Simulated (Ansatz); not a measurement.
**GdN in the PbO-type structure: what the numbers say**

Method: PBE+U (U_eff = 6 eV on Gd 4f), scalar-relativistic; collinear spin; PAW, 420 eV, 8×8×8 k-mesh, Gaussian smearing of 0.05 eV; code Ansatz. The datasets are Ansatz's generated set soft_2.

This is a trial structure; measured cells of the compound in the Crystallography Open Database are in space group Fm-3m (rock salt).

The relaxed structure (symmetry read at 0.01 Å). The structure is tetragonal, space group P4/nmm (No. 129). Conventional cell: a = 4.325 Å, b = 4.325 Å, c = 3.594 Å, α = 90.00°, β = 90.00°, γ = 90.00°. Gd (site symmetry 4mm) is surrounded by 4 N at 2.33 Å. Around N (site symmetry -4m2) lie 4 Gd at 2.33 Å. (Neighbours are counted to 15 % beyond the shortest distance.)

Results at this level of theory:

- Volume: 16.80 Å³/atom
- Band gap: 0.25 eV
- Smallest direct gap: 0.56 eV (over both spins)
- Magnetic state: ferromagnetic
- Site spin moments: Gd 6.87; N -0.10 μB
- Spin moment of the cell: 14.00 μB
- Bader charges: Gd 1.71; N -1.71 e
- f electrons (orthogonalised atomic orbitals): Gd 7.06
- Bulk modulus (Birch–Murnaghan): 44 GPa
- Pressure derivative B0′: 7.5

Question: Should it be a metal or an insulator?

Answer: Formal charges Gd³⁺, N³⁻ leave Gd³⁺ with an open 4f⁷ shell. A part-filled shell gives a gap only if something splits it: here on each such atom exchange fills one spin channel and leaves the other empty, so the half-filled shell acts almost as a closed one, and the gap is 0.25 eV.

Question: What moment should the f shell carry?

Answer: Hund's first rule gives Gd³⁺ with 7 f electrons 7 unpaired spins, a spin moment of 7 μB; the run has 6.87 μB on Gd (atomic spheres) and 7.06 f electrons on orthogonalised orbitals. The moment is close to the ion's, so in this run the shell is localised and nearly fully polarised.

Bader charges against formal ones: Gd +1.71 (+3), N −1.71 (−3). The cations give up 57 % of the formal charge; Bader charges stay under formal ones because the anions' density reaches into the cations' basins, the more so the higher the formal charge and the softer the anion.

Question: How stiff is it, in energy terms?

Answer: B0·V0 = 43.8 GPa × 16.78 Å³ = 4.59 eV/atom sets the scale: near the minimum ΔE ≈ ½ B0 V0 x², with x = V/V0 − 1, and a pressure of 0.4 GPa squeezes the volume by about 1 %. At the ends of the curve: x = −5.4 % predicts 6.6 meV/atom and the run gives 7.7; x = +10.2 % predicts 23.7 meV/atom and the run gives 18.0. The curve is steeper than the parabola on the compressed side and flatter on the expanded side: the bulk modulus rises with pressure.

Spin–orbit coupling, which matters for such heavy elements, is left out. The run wasn't fully tested for a lower electronic state. Site moments are of spin, integrated over atomic spheres. The moments were started parallel, and the real magnetic order may be another.
